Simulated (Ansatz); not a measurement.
Li₄F and its competing phases

These are results of DFT PBE, scalar-relativistic, plane waves, PAW (Ansatz 0.2.0), not measurements. All cells share a 420 eV cutoff and Γ-centred k meshes spaced at most about 0.3 Å⁻¹ (about 0.25 or finer for metals, 2π included). No spin polarisation.

Energies over the elements count from the elements' standard structures at the same level (F₂ as a molecule), with no fitted energy shifts.

Temperature and zero-point effects are left out.

The competitors are the elements and 1 reference phase of this chemical system (from databases or known types: LiF), relaxed at the same level; other known phases may be missing.

The candidate was reached from: ordered vacancies on the anion sites of antifluorite.

```yaml
crystal:
  lattice:
    - [3.77384, 0.00000, 0.00000]
    - [0.00000, 3.77384, 0.00000]
    - [0.00000, 0.00000, 5.35404]
  atoms:
    - { symbol: Li, position: [0.50000, 0.00000, 0.24280] }
    - { symbol: Li, position: [0.00000, 0.50000, 0.75719] }
    - { symbol: Li, position: [0.50000, 0.00000, 0.75719] }
    - { symbol: Li, position: [0.00000, 0.50000, 0.24280] }
    - { symbol: F, position: [0.00000, 0.00000, 0.00000] }
```

The lowest competing mixture at this composition:

```csv
phase,space group,source,share of atoms,ΔE_f (eV/atom)
Li,-,element,0.6000,-0.0036
LiF,P6_3mc (No. 186),Materials Project,0.4000,-2.953
```

The lowest database cell of Li (-0.0036) lies slightly below the reference, hence the non-zero entry.

Question: What are the hull's energy here, the candidate's formation energy and its margin?

Answer: The hull lies at -1.183 eV/atom, the weighted sum of the last column. The candidate has -0.840 eV/atom, which is 0.34 eV/atom above it. The candidate matches no cell in the subsets of the Crystallography Open Database and the Materials Project at hand. A phase this far over the hull is unlikely to be made.
